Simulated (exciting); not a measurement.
# Si2W (I4/mmm) in exciting: a series of runs

One crystal, Si2W, is run at these levels: PBEsol; tasks: single point.

Program: exciting (release sodium). These are calculated values, not measurements. Logs are shortened: lines on timing, memory, paths and dates and some standing lists are left out, and cuts for length are marked.

**1. Starting point**

The structure is tetragonal, space group I4/mmm (No. 139). Conventional cell: a = 3.214 Å, b = 3.214 Å, c = 7.830 Å, α = 90.00°, β = 90.00°, γ = 90.00°. Around W (site symmetry 4/mmm) lie 10 Si at 2.62 Å. Around Si (site symmetry 4mm) lie 5 Si at 2.59 to 2.63 Å and 5 W at 2.62 Å.

**2. Single point, PBEsol**

input.xml reads:

```xml
<input>
  <title>Si2W</title>
  <structure speciespath="./" tshift="false">
    <crystal scale="1">
      <basevect>-3.036600909661 3.036600909661 7.398183291604</basevect>
      <basevect>3.036600909661 -3.036600909661 7.398183291604</basevect>
      <basevect>3.036600909661 3.036600909661 -7.398183291604</basevect>
    </crystal>
    <species speciesfile="W.xml" rmt="2.3">
      <atom coord="0.000000000000 0.000000000000 0.000000000000"/>
    </species>
    <species speciesfile="Si.xml" rmt="2">
      <atom coord="0.665300000000 0.665300000000 0.000000000000"/>
      <atom coord="0.334700000000 0.334700000000 0.000000000000"/>
    </species>
  </structure>
  <groundstate do="fromscratch" ngridk="7 7 7" rgkmax="6.8" gmaxvr="14" lmaxapw="10" lmaxmat="10" lmaxvr="8" xctype="GGA_PBE_SOL" stype="Gaussian" swidth="0.00036749" nempty="16" ValenceRelativity="iora*" epsengy="1e-05" epspot="1e-05" maxscl="60" tforce="true" outputlevel="low"/>
</input>
```

Potentials or basis: all-electron LAPW+lo, shipped species files, valence relativity iora*.

Launch:

```bash
$ OMP_NUM_THREADS=1 exciting_smp
```

INFO.OUT:

```text
================================================================================
EXCITING SODIUM started
[... 10 lines left out ...]

 Lattice vectors (cartesian) :
     -3.0366009097      3.0366009097      7.3981832916
      3.0366009097     -3.0366009097      7.3981832916
      3.0366009097      3.0366009097     -7.3981832916

 Reciprocal lattice vectors (cartesian) :
     -0.0000000000      1.0345754174      0.4246437983
      1.0345754174     -0.0000000000      0.4246437983
      1.0345754174      1.0345754174     -0.0000000000

 Unit cell volume                           :     272.8729674294
 Brillouin zone volume                      :       0.9090318318

 Species :    1 (W)
     parameters loaded from                 :    W.xml
     name                                   :    tungsten

     atomic positions (lattice) :
       1 :   0.00000000  0.00000000  0.00000000

 Species :    2 (Si)
     parameters loaded from                 :    Si.xml
     name                                   :    silicon

     atomic positions (lattice) :
       1 :   0.66530000  0.66530000  0.00000000
       2 :   0.33470000  0.33470000  0.00000000

 Total number of atoms per unit cell        :       3

 Spin treatment                             :    spin-unpolarised

 Number of Bravais lattice symmetries       :      16
 Number of crystal symmetries               :      16

 k-point grid                               :       7    7    7
 Total number of k-points                   :      40
 k-point set is reduced with crystal symmetries

 R^MT_min * |G+k|_max (rgkmax)              :       6.80000000

 G-vector grid sizes                        :      40    40    40
 Total number of G-vectors                  :   12645

 Total nuclear charge                       :    -102.00000000
 Total electronic charge                    :     102.00000000

 Number of empty states                     :      16
 Total number of valence states             :      35

 Exchange-correlation type                  :      22
     PBEsol, Phys. Rev. Lett. 100, 136406 (2008)
     Generalised gradient approximation (GGA)

 Smearing scheme                            :    Gaussian
 Smearing width                             :       0.00036749

++++++++++++++++++++++++++++++++++++++++++++++++++++++++++++++++++++++++++++++++
+ Ending initialization                                                        +
++++++++++++++++++++++++++++++++++++++++++++++++++++++++++++++++++++++++++++++++

********************************************************************************
* Groundstate module started                                                   *
********************************************************************************
 Output level for this task is set to low

++++++++++++++++++++++++++++++++++++++++++++++++++++++++++++++++++++++++++++++++
[... 5 lines left out ...]
+ SCF iteration number :    1                                                  +
++++++++++++++++++++++++++++++++++++++++++++++++++++++++++++++++++++++++++++++++
 Total energy                               :    -16725.39163626
 _______________________________________________________________
 Fermi energy                               :         0.48716957
 DOS at Fermi energy (states/Ha/cell)       :        28.52230086
 Electron charge: Core leakage              :         0.00779342

++++++++++++++++++++++++++++++++++++++++++++++++++++++++++++++++++++++++++++++++
+ SCF iteration number :    2                                                  +
++++++++++++++++++++++++++++++++++++++++++++++++++++++++++++++++++++++++++++++++
 Total energy                               :    -16736.11118978
 _______________________________________________________________
 Fermi energy                               :         0.48070035
 DOS at Fermi energy (states/Ha/cell)       :        28.52221024
 Electron charge: Core leakage              :         0.00770969

 RMS change in effective potential (target) :  0.695335E-01  ( 0.100000E-04)
 Absolute change in total energy   (target) :   10.7196      ( 0.100000E-04)
 Charge distance                   (target) :  0.217605E-02  ( 0.100000E-04)
 Abs. change in max-nonIBS-force   (target) :  0.486715E-01  ( 0.500000E-04)

++++++++++++++++++++++++++++++++++++++++++++++++++++++++++++++++++++++++++++++++
+ SCF iteration number :    3                                                  +
++++++++++++++++++++++++++++++++++++++++++++++++++++++++++++++++++++++++++++++++
 Total energy                               :    -16738.44195620
 _______________________________________________________________
 Fermi energy                               :         0.47768257
 DOS at Fermi energy (states/Ha/cell)       :        28.52224230
 Electron charge: Core leakage              :         0.00763430

 RMS change in effective potential (target) :  0.509367E-01  ( 0.100000E-04)
 Absolute change in total energy   (target) :   2.33077      ( 0.100000E-04)
 Charge distance                   (target) :  0.784182E-03  ( 0.100000E-04)
 Abs. change in max-nonIBS-force   (target) :  0.531829E-01  ( 0.500000E-04)

++++++++++++++++++++++++++++++++++++++++++++++++++++++++++++++++++++++++++++++++
+ SCF iteration number :    4                                                  +
++++++++++++++++++++++++++++++++++++++++++++++++++++++++++++++++++++++++++++++++
 Total energy                               :    -16740.78924177
 _______________________________________________________________
 Fermi energy                               :         0.46949652
 DOS at Fermi energy (states/Ha/cell)       :        28.52275531
 Electron charge: Core leakage              :         0.00758501
[... 113 lines left out ...]
 RMS change in effective potential (target) :  0.313824E-07  ( 0.100000E-04)
 Absolute change in total energy   (target) :  0.118472E-03  ( 0.100000E-04)
 Charge distance                   (target) :  0.378191E-07  ( 0.100000E-04)
 Abs. change in max-nonIBS-force   (target) :  0.647281E-06  ( 0.500000E-04)

++++++++++++++++++++++++++++++++++++++++++++++++++++++++++++++++++++++++++++++++
+ SCF iteration number :   13                                                  +
++++++++++++++++++++++++++++++++++++++++++++++++++++++++++++++++++++++++++++++++
 Total energy                               :    -16740.46671191
 _______________________________________________________________
 Fermi energy                               :         0.47063608
 DOS at Fermi energy (states/Ha/cell)       :        28.52311286
 Electron charge: Core leakage              :         0.00751056

 RMS change in effective potential (target) :  0.258855E-08  ( 0.100000E-04)
 Absolute change in total energy   (target) :  0.771674E-05  ( 0.100000E-04)
 Charge distance                   (target) :  0.370850E-08  ( 0.100000E-04)
 Abs. change in max-nonIBS-force   (target) :  0.663208E-07  ( 0.500000E-04)

++++++++++++++++++++++++++++++++++++++++++++++++++++++++++++++++++++++++++++++++
+ SCF iteration number :   14                                                  +
++++++++++++++++++++++++++++++++++++++++++++++++++++++++++++++++++++++++++++++++
 Total energy                               :    -16740.46671105
 _______________________________________________________________
 Fermi energy                               :         0.47063608
 DOS at Fermi energy (states/Ha/cell)       :        28.52311754
 Electron charge: Core leakage              :         0.00751056

 RMS change in effective potential (target) :  0.581198E-09  ( 0.100000E-04)
 Absolute change in total energy   (target) :  0.858719E-06  ( 0.100000E-04)
 Charge distance                   (target) :  0.311160E-09  ( 0.100000E-04)
 Abs. change in max-nonIBS-force   (target) :  0.567255E-08  ( 0.500000E-04)

++++++++++++++++++++++++++++++++++++++++++++++++++++++++++++++++++++++++++++++++
| Convergency criteria checked for the last 2 iterations                       +
| Convergence targets achieved. Performing final SCF iteration                 +
++++++++++++++++++++++++++++++++++++++++++++++++++++++++++++++++++++++++++++++++
 Total energy                               :    -16740.46671102
 _______________________________________________________________
 Fermi energy                               :         0.47063608
 DOS at Fermi energy (states/Ha/cell)       :        28.52311467
 Electron charge: Core leakage              :         0.00751056

++++++++++++++++++++++++++++++++++++++++++++++++++++++++++++++++++++++++++++++++
+ Self-consistent loop stopped                                                 +
++++++++++++++++++++++++++++++++++++++++++++++++++++++++++++++++++++++++++++++++
 STATE.OUT is written

--------------------------------------------------------------------------------
- Writing atomic positions and forces                                          -
--------------------------------------------------------------------------------

 Atomic positions (lattice) :
 atom     1   W  :     0.00000000    0.00000000    0.00000000
 atom     2  Si  :     0.66530000    0.66530000    0.00000000
 atom     3  Si  :     0.33470000    0.33470000    0.00000000

 Total atomic forces including IBS (cartesian) :
 atom     1   W  :    -0.00000000   -0.00000000    0.00000000
 atom     2  Si  :     0.00000000   -0.00000000   -0.00045558
 atom     3  Si  :    -0.00000000    0.00000000    0.00045558

 Atomic force components including IBS (cartesian) :
 atom     1   W  :    -0.00000000    0.00000000    0.00000000   HF force
                 :     0.00000000    0.00000000    0.00000000   core correction
                 :     0.00000000    0.00000000    0.00000000   IBS correction
 atom     2  Si  :    -0.00000000    0.00000000    0.03061122   HF force
                 :     0.00000000   -0.00000000   -0.03062217   core correction
                 :     0.00000000    0.00000000   -0.00044463   IBS correction
 atom     3  Si  :     0.00000000   -0.00000000   -0.03061122   HF force
                 :    -0.00000000    0.00000000    0.03062217   core correction
                 :    -0.00000000    0.00000000    0.00044463   IBS correction

********************************************************************************
[... 7 lines left out ...]
| EXCITING SODIUM stopped                                                      =
================================================================================
```

Run time: 80 s. Hardware: 1 thread of Arm Neoverse V1, shared host; peak memory 0.16 GiB.

What came out:

```
Free energy            : -455531.3057 eV
Largest force          : 0.023 eV/Å
Band gap on the k mesh : none (metal or under the smearing width)
```

Forces on the atoms (eV/Å):
```
W    0.000  0.000  0.000
Si   0.000  0.000 -0.023
Si   0.000  0.000  0.023
```

Caveat: the k mesh is coarse (spacing up to 0.39 Å⁻¹), so the values aren't converged; rgkmax is low for these elements, so energy differences scatter by about 1 meV per atom. Spin-orbit coupling is left out, which matters for the levels of W.

**3. Single point, PBEsol**

input.xml reads:

```xml
<input>
  <title>Si2W</title>
  <structure speciespath="./" tshift="false">
    <crystal scale="1">
      <basevect>-3.036600909661 3.036600909661 7.398183291604</basevect>
      <basevect>3.036600909661 -3.036600909661 7.398183291604</basevect>
      <basevect>3.036600909661 3.036600909661 -7.398183291604</basevect>
    </crystal>
    <species speciesfile="W.xml" rmt="2.3">
      <atom coord="0.000000000000 0.000000000000 0.000000000000"/>
    </species>
    <species speciesfile="Si.xml" rmt="2">
      <atom coord="0.665300000000 0.665300000000 0.000000000000"/>
      <atom coord="0.334700000000 0.334700000000 0.000000000000"/>
    </species>
  </structure>
  <groundstate do="fromscratch" ngridk="7 7 7" rgkmax="6.8" gmaxvr="14" lmaxapw="10" lmaxmat="10" lmaxvr="8" xctype="GGA_PBE_SOL" stype="Gaussian" swidth="0.00099223" nempty="16" ValenceRelativity="iora*" epsengy="1e-05" epspot="1e-05" maxscl="60" tforce="true" outputlevel="normal"/>
  <properties>
    <chargedensityplot>
      <plot3d>
        <box grid="23 23 23">
          <origin coord="0 0 0"/>
          <point coord="1 0 0"/>
          <point coord="0 1 0"/>
          <point coord="0 0 1"/>
        </box>
      </plot3d>
    </chargedensityplot>
    <elfplot>
      <plot3d>
        <box grid="23 23 23">
          <origin coord="0 0 0"/>
          <point coord="1 0 0"/>
          <point coord="0 1 0"/>
          <point coord="0 0 1"/>
        </box>
      </plot3d>
    </elfplot>
    <exccplot>
      <plot3d>
        <box grid="23 23 23">
          <origin coord="0 0 0"/>
          <point coord="1 0 0"/>
          <point coord="0 1 0"/>
          <point coord="0 0 1"/>
        </box>
      </plot3d>
    </exccplot>
  </properties>
</input>
```

Potentials or basis: all-electron LAPW+lo, shipped species files, valence relativity iora*.

Launch:

```bash
$ OMP_NUM_THREADS=1 exciting_smp
```

Run time: 1.9 min. Hardware: 1 thread of AMD EPYC 7R43 (Zen 3), shared host; peak memory 0.16 GiB.

The run converged. Its results:

```yaml
Free_energy: -455531.3058 eV
Largest_force: 0.022 eV/Å
Band_gap_on_the_k_mesh: none (metal or under the smearing width)
All_electrons_inside_the_program's_atomic_spheres: W 71.41; Si 11.79 (radii W 2.3, Si 2.0 bohr)
```

Forces on the atoms (eV/Å):
```
W    0.000  0.000  0.000
Si   0.000  0.000 -0.022
Si   0.000  0.000  0.022
```

Levels at points of the mesh, in eV from the Fermi level:
```csv
k point,band 16,band 17,band 18,band 19,band 20,band 21
"(0.00, 0.00, 0.00)",-2.81,-2.81,0.63,2.80,2.96,3.13
```

Caveat: the k mesh is coarse (spacing up to 0.39 Å⁻¹), so the values aren't converged; rgkmax is low for these elements, so energy differences scatter by about 1 meV per atom. Spin-orbit coupling is left out, which matters for the levels of W.
